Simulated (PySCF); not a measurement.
Molfile (atoms numbered from 1):
```
C4H10O
     RDKit          3D

 15 14  0  0  0  0  0  0  0  0999 V2000
   -2.0540    1.2388    0.2135 C   0  0  0  0  0  0  0  0  0  0  0  0
   -0.5496    1.1154    0.1978 C   0  0  0  0  0  0  0  0  0  0  0  0
   -0.2027   -0.2172   -0.0414 O   0  0  0  0  0  0  0  0  0  0  0  0
    1.1758   -0.4442   -0.0757 C   0  0  0  0  0  0  0  0  0  0  0  0
    1.4279   -1.9098   -0.3356 C   0  0  0  0  0  0  0  0  0  0  0  0
   -2.3582    2.2795    0.3987 H   0  0  0  0  0  0  0  0  0  0  0  0
   -2.4836    0.6030    1.0018 H   0  0  0  0  0  0  0  0  0  0  0  0
   -2.4759    0.9170   -0.7501 H   0  0  0  0  0  0  0  0  0  0  0  0
   -0.1227    1.4589    1.1644 H   0  0  0  0  0  0  0  0  0  0  0  0
   -0.1156    1.7744   -0.5845 H   0  0  0  0  0  0  0  0  0  0  0  0
    1.6504    0.1760   -0.8660 H   0  0  0  0  0  0  0  0  0  0  0  0
    1.6424   -0.1355    0.8842 H   0  0  0  0  0  0  0  0  0  0  0  0
    0.9782   -2.5240    0.4586 H   0  0  0  0  0  0  0  0  0  0  0  0
    2.5069   -2.1201   -0.3715 H   0  0  0  0  0  0  0  0  0  0  0  0
    0.9806   -2.2124   -1.2940 H   0  0  0  0  0  0  0  0  0  0  0  0
  1  2  1  0
  2  3  1  0
  3  4  1  0
  4  5  1  0
  1  6  1  0
  1  7  1  0
  1  8  1  0
  2  9  1  0
  2 10  1  0
  4 11  1  0
  4 12  1  0
  5 13  1  0
  5 14  1  0
  5 15  1  0
M  END
```

One averaged value for each set of equivalent atoms, no relativistic terms, one computed conformer, in vacuum. J: B3LYP/pcJ-1 (without the spin–dipole term); σ from GIAO-B97-2/pcSseg-2; structure optimised with PBE0-D3(BJ)/def2-SVP; PySCF 2.14.

List the cross peaks expected in HSQC, COSY and HMBC spectra.

Results:



HSQC (one-bond C–H):
| δH | δC | $^{1}J$(C,H) (Hz) |
| --- | --- | --- |
| 3.33 (H9/H10/H11/H12) | 70.5 (C2/C4) | 141 |
| 1.19 (H6/H7/H8/H13/H14/H15) | 18.2 (C1/C5) | 133 |

COSY cross peaks (|J| ≥ 2 Hz):
| δH | δH | abs. J (Hz) | bonds |
| --- | --- | --- | --- |
| 3.33 (H9/H10/H11/H12) | 1.19 (H6/H7/H8/H13/H14/H15) | 7.8 | 3 |

HMBC (two and three bonds, |J| ≥ 2.5 Hz):
| δH | δC [abs. J in Hz] |
| --- | --- |
| 1.19 (H6/H7/H8/H13/H14/H15) | 70.5 (C2/C4) [3.7] |

δ = σ(ref) − σ, references computed at the same level: $^{1}$H (σ = 31.36 ppm), $^{13}$C (σ = 183.46 ppm) vs TMS.

Unscaled 3J(H,H) at this level run about 10 % above measured values. Shifts are as computed. Against solution values, carbons near 30 ppm lie about +4 ppm off and those near 130 ppm about +7 ppm. Of 1211 compounds with measured shifts, 218 miss one by over three times the rms of a fit or turn the order of signals round; such compounds aren't used in these exercises.
